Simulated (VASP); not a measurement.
# TaN (P6_3mc) in VASP: further runs

The runs below take TaN through single point, with PBE+U.

All numbers are computed with VASP 6.6.1; they aren't measurements. Logs are shortened: lines on timing, memory, paths and dates and some standing lists are left out, and cuts for length are marked.

## (1) The crystal as given

The structure is hexagonal, space group P6_3mc (No. 186). Conventional cell: a = 3.050 Å, b = 3.050 Å, c = 4.940 Å, α = 90.00°, β = 90.00°, γ = 120.00°. Ta (site symmetry 3m) is surrounded by 4 N at 1.85 to 1.90 Å. N (site symmetry 3m) is surrounded by 4 Ta at 1.85 to 1.90 Å.

## (2) Single point, PBE+U, collinear spin, typed start

The input, INCAR:

```
SYSTEM = TaN
  PREC = Accurate
  ENCUT = 520
  EDIFF = 1E-6
  ISMEAR = 0
  SIGMA = 0.05
  LREAL = .False.
  LASPH = .True.
  NELM = 150
  ALGO = Fast
  ISIF = 2
  LWAVE = .False.
  LCHARG = .False.
  ISPIN = 2
  MAGMOM = 2 2 0 0
  LORBIT = 11
  LMAXMIX = 4
  LDAU = .True.
  LDAUTYPE = 2
  LDAUL = 2 -1
  LDAUU = 6 0
  LDAUJ = 0 0
  LDAUPRINT = 1
  GGA = PE
  NBANDS = 28
```

The input, KPOINTS:

```
regular mesh
0
Gamma
  7 7 4
  0 0 0
```

The input, POSCAR:

```
TaN
1.0
    3.0500020400      0.0000000000      0.0000000000
   -1.5250010200      2.6413792500      0.0000000000
    0.0000000000      0.0000000000      4.9400015300
Ta N
2 2
Direct
    0.3333333333      0.6666666667      0.0000000000
    0.6666666667      0.3333333333      0.5000000000
    0.3333333333      0.6666666667      0.3850000000
    0.6666666667      0.3333333333      0.8850000000
```

Potentials or basis: VASP PAW PBE potentials, release 64 (Ta_pv, N).

Run with:

```sh
> cat potpaw_PBE.64/Ta_pv/POTCAR potpaw_PBE.64/N/POTCAR > POTCAR
> mpirun -np 1 vasp_std > vasp.out
```

OUTCAR:

```text
SYSTEM = TaN
   PREC = Accurate
   ENCUT = 520
   EDIFF = 1E-6
   ISMEAR = 0
   LREAL = .False.
   LASPH = .True.
   NELM = 150
   ISIF = 2
   ISPIN = 2
   LORBIT = 11
   GGA = PE

 ion  position               nearest neighbor table
   1  0.333  0.667  0.000-   4 1.85   4 1.85   4 1.85   3 1.90   2 3.03   2 3.03   2 3.03   2 3.03
                             2 3.03   2 3.03
   2  0.667  0.333  0.500-   3 1.85   3 1.85   3 1.85   4 1.90   1 3.03   1 3.03   1 3.03   1 3.03
                             1 3.03   1 3.03
   3  0.333  0.667  0.385-   2 1.85   2 1.85   2 1.85   1 1.90
   4  0.667  0.333  0.885-   1 1.85   1 1.85   1 1.85   2 1.90

  LATTYP: Found a hexagonal cell.
 ALAT       =     3.0500020400
 C/A-ratio  =     1.6196715495

  Lattice vectors:

 A1 = (   3.0500020400,   0.0000000000,   0.0000000000)
 A2 = (  -1.5250010200,   2.6413792500,   0.0000000000)
 A3 = (   0.0000000000,   0.0000000000,   4.9400015300)

Analysis of symmetry for initial positions (statically):
=====================================================================
 Subroutine PRICEL returns:
 Original cell was already a primitive cell.

 Routine SETGRP: Setting up the symmetry group for a
 hexagonal supercell.

 Subroutine GETGRP returns: Found 12 space group operations
 (whereof  6 operations were pure point group operations)
 out of a pool of 24 trial point group operations.

The static configuration has the point symmetry C_3v.
 The point group associated with its full space group is C_6v.

Analysis of symmetry for dynamics (positions and initial velocities):
=====================================================================
 Subroutine PRICEL returns:
 Original cell was already a primitive cell.

 Routine SETGRP: Setting up the symmetry group for a
 hexagonal supercell.

 Subroutine GETGRP returns: Found 12 space group operations
 (whereof  6 operations were pure point group operations)
 out of a pool of 24 trial point group operations.

The dynamic configuration has the point symmetry C_3v.
 The point group associated with its full space group is C_6v.

Analysis of structural, dynamic, and magnetic symmetry:
=====================================================================
 Subroutine PRICEL returns:
 Original cell was already a primitive cell.

 Routine SETGRP: Setting up the symmetry group for a
 hexagonal supercell.

 Subroutine GETGRP returns: Found 12 space group operations
 (whereof  6 operations were pure point group operations)
 out of a pool of 24 trial point group operations.

The overall configuration has the point symmetry C_3v.
 The point group associated with its full space group is C_6v.

 Subroutine INISYM returns: Found 12 space group operations
 (whereof  6 operations are pure point group operations),
 and found     1 'primitive' translations

----------------------------------------------------------------------------------------

                                     Primitive cell

  volume of cell :      39.7977

  direct lattice vectors                    reciprocal lattice vectors
     3.050002040  0.000000000  0.000000000     0.327868633  0.189295043  0.000000000
    -1.525001020  2.641379250  0.000000000     0.000000000  0.378590087  0.000000000
     0.000000000  0.000000000  4.940001530     0.000000000  0.000000000  0.202429087

  length of vectors
     3.050002040  3.050002042  4.940001530     0.378590087  0.378590087  0.202429087

  position of ions in fractional coordinates (direct lattice)
     0.333333333  0.666666667  0.000000000
     0.666666667  0.333333333  0.500000000
     0.333333333  0.666666667  0.385000000
     0.666666667  0.333333333  0.885000000

  ion indices of the primitive-cell ions
   primitive index   ion index
                 1           1
                 2           2
                 3           3
                 4           4

----------------------------------------------------------------------------------------

 KPOINTS: regular mesh

Automatic generation of k-mesh.
 Grid dimensions read from file:
 generate k-points for:    7    7    4

 Generating k-lattice:
[... 94 lines left out ...]
   LEPSILON=     F    determine dielectric tensor
   LRPA    =     F    only Hartree local field effects (RPA)
 spin polarized calculation
 RMM-DIIS sequential band-by-band and
 Gauss-broadening in eV      SIGMA  =   0.05
  energy-cutoff  :      520.00
  volume of cell :       39.80
 maximum number of plane-waves:      1092
 NGX is ok and might be reduce to    24
   NGX = 11   NGY = 11   NGZ = 19

 number of electron      32.0000000 magnetization       0.2818855

atom =   1  type =  1  l = 2

 onsite density matrix

spin component  1

  0.3000 -0.0000  0.0000  0.0771  0.0000
 -0.0000  0.2366  0.0000 -0.0000  0.0771
  0.0000  0.0000  0.3311  0.0000  0.0000
  0.0771 -0.0000  0.0000  0.2366  0.0000
  0.0000  0.0771  0.0000  0.0000  0.3000

spin component  2

  0.3055 -0.0000  0.0000  0.0715  0.0000
 -0.0000  0.2473  0.0000 -0.0000  0.0715
  0.0000  0.0000  0.3316  0.0000  0.0000
  0.0715 -0.0000  0.0000  0.2473  0.0000
  0.0000  0.0715  0.0000  0.0000  0.3055

 occupancies and eigenvectors

  o =  0.1849  v = -0.5567  0.0000  0.0000  0.8307 -0.0000  0.0000  0.0000  0.0000  0.0000  0.0000      0.0000  0.0000  0.0000  0.0000  0.0000  0.0000  0.0000  0.0000  0.0000  0.0000
  o =  0.1849  v = -0.0000 -0.8307 -0.0000  0.0000  0.5567  0.0000  0.0000  0.0000  0.0000  0.0000      0.0000  0.0000  0.0000  0.0000  0.0000  0.0000  0.0000  0.0000  0.0000  0.0000
  o =  0.1992  v =  0.0000  0.0000  0.0000  0.0000  0.0000 -0.5582  0.0000  0.0000  0.8297 -0.0000      0.0000  0.0000  0.0000  0.0000  0.0000  0.0000  0.0000  0.0000  0.0000  0.0000
  o =  0.1992  v =  0.0000  0.0000  0.0000  0.0000  0.0000 -0.0000 -0.8297 -0.0000  0.0000  0.5582      0.0000  0.0000  0.0000  0.0000  0.0000  0.0000  0.0000  0.0000  0.0000  0.0000
  o =  0.3311  v = -0.0000 -0.0000  1.0000 -0.0000 -0.0000  0.0000  0.0000  0.0000  0.0000  0.0000      0.0000  0.0000  0.0000  0.0000  0.0000  0.0000  0.0000  0.0000  0.0000  0.0000
  o =  0.3316  v =  0.0000  0.0000  0.0000  0.0000  0.0000 -0.0000 -0.0000  1.0000 -0.0000 -0.0000      0.0000  0.0000  0.0000  0.0000  0.0000  0.0000  0.0000  0.0000  0.0000  0.0000
  o =  0.3517  v =  0.8307  0.0000  0.0000  0.5567  0.0000  0.0000  0.0000  0.0000  0.0000  0.0000      0.0000  0.0000  0.0000  0.0000  0.0000  0.0000  0.0000  0.0000  0.0000  0.0000
  o =  0.3517  v =  0.0000 -0.5567 -0.0000  0.0000 -0.8307  0.0000  0.0000  0.0000  0.0000  0.0000      0.0000  0.0000  0.0000  0.0000  0.0000  0.0000  0.0000  0.0000  0.0000  0.0000
  o =  0.3536  v =  0.0000  0.0000  0.0000  0.0000  0.0000  0.8297  0.0000  0.0000  0.5582  0.0000      0.0000  0.0000  0.0000  0.0000  0.0000  0.0000  0.0000  0.0000  0.0000  0.0000
  o =  0.3536  v =  0.0000  0.0000  0.0000  0.0000  0.0000  0.0000 -0.5582 -0.0000  0.0000 -0.8297      0.0000  0.0000  0.0000  0.0000  0.0000  0.0000  0.0000  0.0000  0.0000  0.0000

atom =   2  type =  1  l = 2

 onsite density matrix

spin component  1

  0.3000  0.0000  0.0000 -0.0771  0.0000
  0.0000  0.2366 -0.0000 -0.0000 -0.0771
  0.0000 -0.0000  0.3311 -0.0000  0.0000
 -0.0771 -0.0000 -0.0000  0.2366 -0.0000
  0.0000 -0.0771  0.0000 -0.0000  0.3000

spin component  2

  0.3055  0.0000  0.0000 -0.0715  0.0000
  0.0000  0.2473 -0.0000 -0.0000 -0.0715
  0.0000 -0.0000  0.3316 -0.0000  0.0000
 -0.0715 -0.0000 -0.0000  0.2473 -0.0000
  0.0000 -0.0715  0.0000 -0.0000  0.3055

 occupancies and eigenvectors

  o =  0.1849  v = -0.5567  0.0000  0.0000 -0.8307  0.0000  0.0000  0.0000  0.0000  0.0000  0.0000      0.0000  0.0000  0.0000  0.0000  0.0000  0.0000  0.0000  0.0000  0.0000  0.0000
  o =  0.1849  v =  0.0000  0.8307 -0.0000  0.0000  0.5567  0.0000  0.0000  0.0000  0.0000  0.0000      0.0000  0.0000  0.0000  0.0000  0.0000  0.0000  0.0000  0.0000  0.0000  0.0000
  o =  0.1992  v =  0.0000  0.0000  0.0000  0.0000  0.0000 -0.5582 -0.0000  0.0000 -0.8297 -0.0000      0.0000  0.0000  0.0000  0.0000  0.0000  0.0000  0.0000  0.0000  0.0000  0.0000
  o =  0.1992  v =  0.0000  0.0000  0.0000  0.0000  0.0000  0.0000 -0.8297  0.0000  0.0000 -0.5582      0.0000  0.0000  0.0000  0.0000  0.0000  0.0000  0.0000  0.0000  0.0000  0.0000
  o =  0.3311  v =  0.0000 -0.0000 -1.0000 -0.0000  0.0000  0.0000  0.0000  0.0000  0.0000  0.0000      0.0000  0.0000  0.0000  0.0000  0.0000  0.0000  0.0000  0.0000  0.0000  0.0000
  o =  0.3316  v =  0.0000  0.0000  0.0000  0.0000  0.0000 -0.0000  0.0000  1.0000  0.0000 -0.0000      0.0000  0.0000  0.0000  0.0000  0.0000  0.0000  0.0000  0.0000  0.0000  0.0000
  o =  0.3517  v = -0.8307 -0.0000 -0.0000  0.5567 -0.0000  0.0000  0.0000  0.0000  0.0000  0.0000      0.0000  0.0000  0.0000  0.0000  0.0000  0.0000  0.0000  0.0000  0.0000  0.0000
  o =  0.3517  v =  0.0000  0.5567 -0.0000 -0.0000 -0.8307  0.0000  0.0000  0.0000  0.0000  0.0000      0.0000  0.0000  0.0000  0.0000  0.0000  0.0000  0.0000  0.0000  0.0000  0.0000
  o =  0.3536  v =  0.0000  0.0000  0.0000  0.0000  0.0000  0.8297 -0.0000  0.0000 -0.5582  0.0000      0.0000  0.0000  0.0000  0.0000  0.0000  0.0000  0.0000  0.0000  0.0000  0.0000
  o =  0.3536  v =  0.0000  0.0000  0.0000  0.0000  0.0000  0.0000  0.5582 -0.0000 -0.0000 -0.8297      0.0000  0.0000  0.0000  0.0000  0.0000  0.0000  0.0000  0.0000  0.0000  0.0000

 number of electron      32.0000000 magnetization      -0.0945053

 Free energy of the ion-electron system (eV)
  ---------------------------------------------------
  ext. energy  EPLUGINS =         0.00000000
  ---------------------------------------------------
  free energy    TOTEN  =       -25.40273072 eV

  energy without entropy =      -25.40035778  energy(sigma->0) =      -25.40154425

 E-fermi :  10.5004     XC(G=0): -13.5755

 val. band max:       10.4857498124   @ k =   0.1429   0.0000   0.0000
 cond. band min:      10.5448267098   @ k =   0.1429   0.1429   0.5000
 fundamental gap:      0.0590768973
 Fermi energy:        10.5004256362

 spin component 1

 k-point     1 :       0.0000    0.0000    0.0000
  band No.  band energies     occupation
      1     -26.7310      1.00000
      2     -25.6430      1.00000
      3     -25.6430      1.00000
      4     -25.4590      1.00000
      5     -25.4590      1.00000
      6     -25.4334      1.00000
[... 733 lines left out ...]
     27      23.1645      0.00000
     28      23.1736      0.00000
 Fermi energy:        10.5004256362

 spin component 2

 k-point     1 :       0.0000    0.0000    0.0000
  band No.  band energies     occupation
      1     -26.7534      1.00000
      2     -25.6642      1.00000
      3     -25.6642      1.00000
      4     -25.4800      1.00000
      5     -25.4800      1.00000
      6     -25.4547      1.00000
[... 733 lines left out ...]
     27      23.1273      0.00000
     28      23.1299      0.00000

------------------------ aborting loop because EDIFF is reached ----------------------------------------

  FORCE on cell =-STRESS in cart. coord.  units (eV):
  Direction    XX          YY          ZZ          XY          YZ          ZX
  --------------------------------------------------------------------------------------
  -------------------------------------------------------------------------------------
  Total       42.7859639     42.7859640     38.2865037     -0.0000000      0.0000000      0.0000000
  in kB     1722.4789678   1722.4789701   1541.3395289     -0.0000000      0.0000000      0.0000000
  external PRESSURE =    1662.0991556 kB  Pullay stress =       0.0000000 kB

 VOLUME and BASIS-vectors are now :
 -----------------------------------------------------------------------------
  energy-cutoff  :      520.00
  volume of cell :       39.80
      direct lattice vectors                 reciprocal lattice vectors
     3.050002040  0.000000000  0.000000000     0.327868633  0.189295043  0.000000000
    -1.525001020  2.641379250  0.000000000     0.000000000  0.378590087  0.000000000
     0.000000000  0.000000000  4.940001530     0.000000000  0.000000000  0.202429087

 POSITION                                       TOTAL-FORCE (eV/Angst)
 -----------------------------------------------------------------------------------
     -0.00000      1.76092      0.00000         0.000000      0.000000      2.419248
      1.52500      0.88046      2.47000        -0.000000      0.000000      2.419248
     -0.00000      1.76092      1.90190        -0.000000      0.000000     -2.419248
      1.52500      0.88046      4.37190         0.000000     -0.000000     -2.419248
 -----------------------------------------------------------------------------------
    total drift:                               -0.000000      0.000000      0.000591

  FREE ENERGIE OF THE ION-ELECTRON SYSTEM (eV)
  ---------------------------------------------------
  free  energy   TOTEN  =       -25.4027307197 eV

  energy  without entropy=      -25.4003577788  energy(sigma->0) =      -25.40154425

 total charge

# of ion       s       p       d       tot
------------------------------------------
    1        0.423   6.443   2.774   9.640
    2        0.423   6.443   2.774   9.640
    3        1.305   2.797   0.000   4.103
    4        1.305   2.797   0.000   4.103
--------------------------------------------------
tot          3.457  18.482   5.547  27.486

 magnetization (x)

# of ion       s       p       d       tot
------------------------------------------
    1       -0.000  -0.001  -0.032  -0.033
    2       -0.000  -0.001  -0.032  -0.033
    3       -0.000   0.002   0.000   0.001
    4       -0.000   0.002   0.000   0.001
--------------------------------------------------
tot         -0.002   0.002  -0.064  -0.064
```

Wall time 35 s (1 thread of Intel Xeon Platinum 8559C (Emerald Rapids), shared host); peak memory 0.19 GiB.

What came out:

| Quantity | Value |
| --- | --- |
| Free energy | -25.4027 eV |
| Pressure | 166.2 GPa |
| Largest force | 2.419 eV/Å |
| Band gap on the k mesh | none (metal or under the smearing width) |
| Net moment | -0.09 μB per cell |
| Site moments | Ta -0.03; N +0.00 μB |
| Valence electrons inside the program's atomic spheres | Ta 9.64; N 4.10 |

Forces in eV/Å, atoms in the order of the input:
```
Ta   0.000  0.000  2.419
Ta   0.000  0.000  2.419
N    0.000  0.000 -2.419
N    0.000  0.000 -2.419
```

Stress tensor (GPa, compression positive):
```
172.25   0.00   0.00
  0.00 172.25   0.00
  0.00   0.00 154.13
```

Levels at points of the mesh, in eV from the Fermi level:
Spin up:
```
           k point  band 13  band 14  band 15  band 16  band 17  band 18  band 19  band 20
(0.00, 0.00, 0.00)    -8.05    -8.05    -0.93    -0.27    -0.27     1.82     3.05     3.05
(0.00, 0.00, 0.50)    -8.65    -8.65     1.35     1.35     1.78     1.78     1.78     1.78
```
Spin down:
```
           k point  band 12  band 13  band 14  band 15  band 16  band 17  band 18  band 19  band 20  band 21
(0.00, 0.00, 0.00)    -8.18    -8.07    -8.07    -0.96    -0.38    -0.38     1.80     2.96     2.96     4.10
(0.00, 0.00, 0.50)    -8.66    -8.66    -8.66     1.33     1.33     1.67     1.67     1.67     1.67     6.29
```

Eigenvalues of the final occupation matrices:
| site | spin | trace | eigenvalues |
| --- | --- | --- | --- |
| site 1 d | 1 | 1.40 | 0.18 0.18 0.33 0.35 0.35 |
| site 1 d | 2 | 1.44 | 0.20 0.20 0.33 0.35 0.35 |
| site 2 d | 1 | 1.40 | 0.18 0.18 0.33 0.35 0.35 |
| site 2 d | 2 | 1.44 | 0.20 0.20 0.33 0.35 0.35 |

Caveat: a pressure of tens of GPa on the cell as given is suspect, and the run, the potentials or the cell itself is likely at fault; forces of over 1 eV/Å show positions far from the minimum, so gaps and moduli don't describe the material at rest. The run has no spin-orbit coupling, so splittings on Ta are missing.

(Part 1 of 2 ends here.)
